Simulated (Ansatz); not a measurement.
Polar orthorhombic HfO2 (relaxed group Pca2_1) was relaxed with 3 functionals in the PAW code Ansatz, cell and atoms free, the symmetry of the start kept (meshes: PBE 6×6×6, r2SCAN 4×4×4, PBEsol 4×4×4). No spin polarisation. The prototype was imposed, so other structures may be more stable.

The r2SCAN result:
```
Hf O
1.0
     5.24651    0.00000    0.00000
     0.00000    5.03037    0.00000
     0.00000    0.00000    5.05930
Hf O
4 8
Cartesian
  0.1706 1.3432 1.2197
  2.4527 1.3432 3.7494
  2.7938 3.6872 1.2197
  5.0759 3.6872 3.7494
  1.9257 0.3522 1.9264
  0.6976 0.3522 4.4561
  3.8414 2.3195 2.4848
  4.0284 2.3195 5.0145
  1.4052 2.7109 5.0145
  1.2181 2.7109 2.4848
  4.5489 4.6782 1.9264
  3.3209 4.6782 4.4561
```

It is orthorhombic, Pca2_1 (No. 29); conventional cell a = 5.247 Å, b = 5.030 Å, c = 5.059 Å, 11.13 Å³ an atom. Hf is surrounded by 7 O at 2.03–2.24 Å; O is surrounded by 3 Hf at 2.03–2.14 Å; O is surrounded by 4 Hf at 2.12–2.24 Å.

Task: How does the cell change with PBE?

Result: a = 5.294 Å, b = 5.069 Å, c = 5.101 Å; the volume differs by +2.5 % from r2SCAN's. Around Hf lie 7 O at 2.04–2.28 Å; around O lie 3 Hf at 2.04–2.16 Å; around O lie 4 Hf at 2.13–2.28 Å.

Task: What lattice does PBEsol give?

Result: a = 5.228 Å, b = 5.017 Å, c = 5.042 Å; the volume differs by -1.0 % from r2SCAN's. Hf has 7 O at 2.03–2.23 Å; O has 3 Hf at 2.03–2.14 Å; O has 4 Hf at 2.12–2.23 Å.
